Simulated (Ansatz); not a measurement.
Input of an Ansatz 0.2.0 run:

The input input.yaml:

```yaml
crystal:
  lattice:
    - [0.0, 3.06065, 3.06065]
    - [3.06065, 0.0, 3.06065]
    - [3.06065, 3.06065, 0.0]
  atoms:
    - { symbol: Pb, position: [0.0, 0.0, 0.0] }
    - { symbol: Se, position: [0.5, 0.5, 0.5] }
hamiltonian:
  xc: pbe
  pseudopotentials: { kind: paw_fr }
magnetization:
  noncollinear: true
  spin_orbit: true
kpoints:
  mp_grid: { grid: [6, 6, 6] }
scf:
  occupations: { method: tetrahedron }
output:
  forces: true
  stress: true
  write_density: true
  write_potential: true
  elf: true
  volumetric_format: npy
```

Potentials or basis: Ansatz PAW.

Run with:

```bash
$ ansatz run input.yaml --threads 2 --pin off --max-ram 5632MiB --backend cpu --events-out ev --progress --plain --runs-dir out
```

Question: Predict the band gap on the k mesh.

Answer: 0.20 eV, direct.

Question: What does it give for the pressure?

Answer: 1.8 GPa.

Caveat: with tetrahedron occupations forces and stress needn't match the slope of the energy.

**The experiment to reproduce.**

From a printed reference work, monograph, for a bulk crystal of PbSe at 300 K: band gap 0.28 eV (direct).

A measured gap of PbSe is 0.28 eV (direct; 300 K; a printed reference work, monograph); the calculated 0.20 eV misses it by -0.08 eV. 2 values of this kind are on record (0.15 to 0.28 eV); this one was drawn at random. The value is that of PBE on a finite k mesh, which can miss the band edges, without temperature or zero-point motion. Semilocal functionals fall short of measured gaps as a rule.
